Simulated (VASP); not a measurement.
Crystal: MoSe2.

```
Mo Se
1.0
     3.27866    0.00000    0.00000
    -1.63933    2.83941    0.00000
     0.00000    0.00000   12.72501
Mo Se
2 4
Direct
  0.33333 0.66667 0.25000
  0.66667 0.33333 0.75000
  0.33333 0.66667 0.61833
  0.66667 0.33333 0.11833
  0.33333 0.66667 0.88167
  0.66667 0.33333 0.38167
```

Program: VASP 6.6.1. Alike in all runs: no spin polarisation; cell as given; cutoff (eV) 520; smearing gaussian 0.03 eV. Hardware: 4 MPI ranks on Intel(R) Xeon(R) Platinum 8259CL CPU @ 2.50GHz (Skylake/Cascade Lake), on a shared host.

Question: Order these runs on this cell by their wall time, lowest first.
A. task optical spectrum; level PBE; potentials or basis VASP PAW PBE potentials, release 64 (Mo_sv, Se); k mesh 9 × 9 × 2; further INCAR settings ALGO = Fast; EDIFF = 1e-06; NBANDS = 50
B. task dielectric tensor; level PBE; potentials or basis VASP PAW PBE potentials, release 64 (Mo_sv, Se); k mesh 12 × 12 × 3; monkhorst-Pack mesh no; further INCAR settings ALGO = Fast; EDIFF = 1e-08
C. task band structure; level LDA; potentials or basis VASP PAW LDA potentials, release 64 (Mo_sv, Se); k mesh 9 × 9 × 2; further INCAR settings ALGO = Fast; EDIFF = 1e-06

Answer: A (35 s), C (120 s), B (640 s).

Caveats: spectra need much finer meshes, so this one isn't converged (some runs); independent-particle spectra lack excitons (some runs).
